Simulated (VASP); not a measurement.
Wanted: the native input for a VASP 6.6.1 run.

| Quantity | Value |
| --- | --- |
| Task | relaxation of the atoms |
| Functional | PBEsol |
| Potentials or basis | VASP PAW PBE potentials, release 64 (Ru_pv) |
| Cutoff | 520 eV |
| k mesh | 8 × 8 × 1 |
| Occupations | fermi-dirac, width 0.05 eV |
| Spin | no spin polarisation |
| Dipole correction | yes |
| Atoms held fixed (from 0) | [0, 1, 2] |
| Further INCAR settings | ALGO = Fast; EDIFF = 1e-06; IBRION = 2; EDIFFG = -0.01; NSW = 40 |

The structure of Ru lies in POSCAR:

```
Ru
1.0
    2.7057993342      0.0000000000      0.0000000000
   -1.3528996671      2.3432909610      0.0000000000
    0.0000000000      0.0000000000     25.7047500000
Ru
6
Selective dynamics
Direct
    0.6666666667      0.3333333334      0.2917748665  F F F
    0.3333333333      0.6666666666      0.3750649199  F F F
    0.6666666667      0.3333333334      0.4583549733  F F F
    0.3333333333      0.6666666666      0.5416450267  T T T
    0.6666666667      0.3333333334      0.6249350801  T T T
    0.3333333333      0.6666666666      0.7082251335  T T T
```

The slab is cut from a database's or a generator's crystal, which needn't be the stable form of the element.

The input as run:

INCAR

```
PREC = Accurate ; ENCUT = 520
EDIFF = 1E-6 ; ISMEAR = -1
SIGMA = 0.05 ; LREAL = F
LASPH = T ; NELM = 60
ALGO = Fast ; ISIF = 2
LWAVE = F ; LCHARG = F
LDIPOL = T ; IDIPOL = 3
DIPOL = 0.5 0.5 0.500 ; GGA = PS
IBRION = 2 ; NSW = 40
EDIFFG = -0.01
```

KPOINTS

```
Automatic mesh
0
Gamma
  8 8 1
```

Potentials or basis: VASP PAW PBE potentials, release 64 (Ru_pv).

Launch:

```console
$ cat potpaw_PBE.64/Ru_pv/POTCAR > POTCAR
$ mpirun -np 1 vasp_std > vasp.out
```

It gave:

* Energy gained by relaxing: 12.2 meV/atom
* Ionic steps: 9
* Band gap on the k mesh: none (metal or under the smearing width)

It took 12 min on 1 thread of Intel(R) Xeon(R) Platinum 8488C (Sapphire Rapids), on a shared host, peak memory 0.29 GiB.
